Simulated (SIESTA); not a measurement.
MgO:

```xyz
4
Lattice="3.3078 0.0000 0.0000 -1.6539 2.8646 0.0000 0.0000 0.0000 4.9829" Properties=species:S:1:pos:R:3 pbc="T T T"
Mg    1.6539    0.9549    2.5022
Mg    0.0000    1.9098    0.0108
O     1.6539    0.9549    4.4968
O     0.0000    1.9098    2.0053
```

Measurements of this composition are mostly on another form, of space group No. 225.

```yaml
Program: SIESTA 5.4.2
Task: single point
Functional: PBE
Potentials_or_basis: PseudoDojo 0.4 standard (PBE files)
Basis: DZP (energy shift 0.002 Ry)
Grid_cutoff: 800 Ry
Energy_shift: 0.002 Ry
k_mesh: 9 × 9 × 6
Occupations: fermi-dirac, width 0.05 eV
Spin: no spin polarisation
```

On this cell: pressure 6.3 GPa; largest force 0.054 eV/Å; band gap on the k mesh 3.31 eV, direct.

The same run follows on a disturbed copy (atoms moved at random, drawn with an rms of 0.05 Å):

```
Mg O
1.0
     3.30779    0.00000    0.00000
    -1.65389    2.86463    0.00000
     0.00000    0.00000    4.98288
Mg O
2 2
Direct
  0.66356 0.34963 0.48706
  0.32274 0.67378 0.00891
  0.66321 0.33112 0.90705
  0.30418 0.66108 0.41259
```

Problem. What does the disturbed cell give?

Solution. The energy moves by +31.9 meV/atom; pressure 6.8 GPa; largest force 1.651 eV/Å; band gap on the k mesh 3.19 eV, direct.

Forces on the atoms (eV/Å):
```
Mg  -0.760 -0.848  1.195
Mg   0.333 -0.275 -0.614
O   -0.456  0.305  0.039
O    0.877  0.817 -0.613
```

Stress tensor (GPa, compression positive):
```
11.39  3.61 -0.31
 3.61  7.92 -1.23
-0.31 -1.23  1.14
```

Caveats: semicore shells carry a single zeta, which can move pressures by several GPa and volumes by a few percent; an odd mesh through Γ misses points on the zone boundary, where band edges often lie; the basis of atomic orbitals isn't converged, which shifts pressures, moduli and gaps.
